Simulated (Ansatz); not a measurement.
# Kick test of a cell of Sb

The cell was found from a structure generator's guess, not taken from experiment.

Computed with Ansatz 0.2.0, DFT PBE, scalar-relativistic, plane waves, PAW. Cutoff 420 eV; k points 14×10×8 on the computed 3-atom cell (Γ-centred); Gaussian smearing, width 0.10 eV; no spin polarisation.

The cell below (3 atoms, space group Pmmm (No. 47)) is relaxed within its symmetry.

```yaml
crystal:
  lattice:
    - [3.08452, 0.00000, 0.00000]
    - [0.00000, 4.32717, 0.00000]
    - [0.00000, 0.00000, 7.40461]
  atoms:
    - { symbol: Sb, position: [0.50000, 0.50000, 0.79408] }
    - { symbol: Sb, position: [0.50000, 0.50000, 0.20592] }
    - { symbol: Sb, position: [0.50000, 0.00000, 0.50000] }
```

For the test a repeat of it with 6 atoms (edges 3.08, 4.33, 14.81 Å) was strained at random (σ = 1.5 % a component), the atoms were moved at random (σ = 0.10 Å), and all was relaxed again on a coarse 8×6×2 mesh (in the run’s order of axes) with 0.20 eV smearing, with no symmetry imposed.

These runs have no spin–orbit coupling, which can matter for Sb.

**Question.** Is the structure stable against such a distortion?

**Answer.** It doesn't return. The energy falls by 101 meV/atom on that mesh, the volume changes by -8.8 %, and the end has space group Pm-3m (No. 221) at a loose tolerance. Relaxed again on an 18×18×18 mesh with 0.10 eV smearing, the new structure lies 102 meV/atom below the first (mesh in the axes of the run's cell; the cell below is made exact in the group named). Space group Pm-3m (No. 221), cubic, a = 3.109 Å. Sb is surrounded by 6 Sb at 3.11 Å.

```cif
data_structure
_symmetry_space_group_name_H-M 'P 1'
_symmetry_Int_Tables_number 1
_cell_length_a 3.1095
_cell_length_b 3.1095
_cell_length_c 3.1095
_cell_angle_alpha 90.000
_cell_angle_beta 90.000
_cell_angle_gamma 90.000
_cell_volume 30.07
loop_
_atom_site_label
_atom_site_type_symbol
_atom_site_fract_x
_atom_site_fract_y
_atom_site_fract_z
_atom_site_occupancy
Sb1 Sb 0.50000 0.50000 0.50000 1
```
